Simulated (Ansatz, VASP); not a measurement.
# Cu in VASP and in Ansatz

File INCAR:

```
SYSTEM = Cu
ALGO = Normal ; EDIFF = 1E-8
ENCUT = 520 ; GGA = PE
ISIF = 2 ; ISMEAR = -1
LASPH = .True. ; LCHARG = .False.
LEFG = .True. ; LREAL = .False.
LWAVE = .False. ; NBANDS = 12
NELM = 60 ; PREC = Accurate
SIGMA = 0.08
```

File KPOINTS:

```
k-points
0
Gamma
  16 16 16
  0 0 0
```

File POSCAR:

```
Cu
1.0
   -1.4426151253      1.4426151253      1.4426151253
    1.4426151253     -1.4426151253      1.4426151253
    1.4426151253      1.4426151253     -1.4426151253
Cu
1
Direct
    0.0000000000      0.0000000000      0.0000000000
```

Input for Ansatz:

```yaml
crystal:
  lattice:
    - [-1.4426151253, 1.4426151253, 1.4426151253]
    - [1.4426151253, -1.4426151253, 1.4426151253]
    - [1.4426151253, 1.4426151253, -1.4426151253]
  atoms:
    - { symbol: Cu, position: [0.0, 0.0, 0.0] }
kpoints:
  mp_grid: { grid: [16, 16, 16] }
  band_path:
    path:
      - [0.0, 0.0, 0.0]
      - [0.5, -0.5, 0.5]
      - [0.0, 0.0, 0.5]
      - [0.0, 0.0, 0.0]
      - [0.25, 0.25, 0.25]
      - [0.5, -0.5, 0.5]
      - [0.25, 0.25, 0.25]
      - [0.0, 0.0, 0.5]
    npoints: 14
scf:
  occupations: { method: fermi_dirac, width: 0.08 }
hamiltonian:
  xc: pbe
  pseudopotentials: { kind: paw }
output:
  forces: true
  stress: true
  eigenvalues: true
  efg: { contact_densities: true }
  populations: true
  bader: true
  dos: { projected: true, de: 0.2, e_range: [-14, 8] }
  write_density: true
  write_potential: true
  elf: true
  volumetric_format: npy
```

Alike in both runs: task electric field gradients; functional PBE; k mesh 16 × 16 × 16; occupations fermi-dirac, width 0.08 eV; no spin polarisation.

|  | VASP | Ansatz |
| --- | --- | --- |
| version | VASP 6.6.1 | Ansatz 0.2.0 |
| potentials or method | VASP PAW PBE potentials, release 64 (Cu) | PAW with Ansatz's default frozen-core files, scalar-relativistic |
| plane-wave cutoff (eV) | 520 | 420 |
| valence electrons in the cell | 11 | 19 |

```tsv
	VASP	Ansatz	Ansatz less VASP
pressure (GPa)	0.5	0.0	-0.56
Vzz of the field gradient on the site that differs most (V/Å²)	0.0	0.0	-0.01
```

The functional is the same, so the differences come from potentials, cutoffs and numerics. The two sets of potentials don't hold the same shells in valence.
